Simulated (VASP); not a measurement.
Input of a VASP 6.6.1 run:

File INCAR:

```
SYSTEM = Fe
ALGO     = Normal         ! electronic algorithm
EDIFF    = 1E-7           ! SCF threshold, eV
EDIFFG   = -0.005         ! ionic threshold
ENCUT    = 600            ! plane-wave cutoff, eV
IBRION   = 2              ! ionic algorithm
ISIF     = 3              ! what is computed and relaxed
ISMEAR   = 0              ! smearing method
ISPIN    = 2              ! spin polarisation
LASPH    = .True.         ! aspherical terms in the spheres
LCHARG   = .False.        ! write CHGCAR
LMAXMIX  = 4              ! l up to which the mixer works
LORBIT   = 11             ! projections on sites
LREAL    = .False.        ! projectors in reciprocal space
LWAVE    = .False.        ! write WAVECAR
MAGMOM   = 3              ! initial moments
NELM     = 100            ! most SCF steps
NSW      = 90             ! ionic steps
PREC     = Accurate       ! precision mode
SIGMA    = 0.1            ! smearing width, eV
```

KPOINTS

```
k-points
0
Gamma
  20 20 20
  0 0 0
```

The input POSCAR:

```
Fe
1.0
   -1.4295500000      1.4295500000      1.4295500000
    1.4295500000     -1.4295500000      1.4295500000
    1.4295500000      1.4295500000     -1.4295500000
Fe
1
Direct
    0.0000000000      0.0000000000      0.0000000000
```

Potentials or basis: VASP PAW LDA potentials, release 64 (Fe).

The run is started by

```bash
$ cat potpaw_LDA.64/Fe/POTCAR > POTCAR
$ mpirun -np 1 vasp_std > vasp.out
```

(1) Estimate the site moments.

(2) Predict the net moment.

(3) Predict the space group after relaxing (to 0.05 Å).

(4) Estimate the relaxed cell.

Results:

(1) Fe +1.94 μB.

(2) 1.97 μB per cell.

(3) Im-3m (No. 229).

(4) a = 2.380 Å, b = 2.380 Å, c = 2.380 Å, α = 109.47°, β = 109.47°, γ = 109.47°.
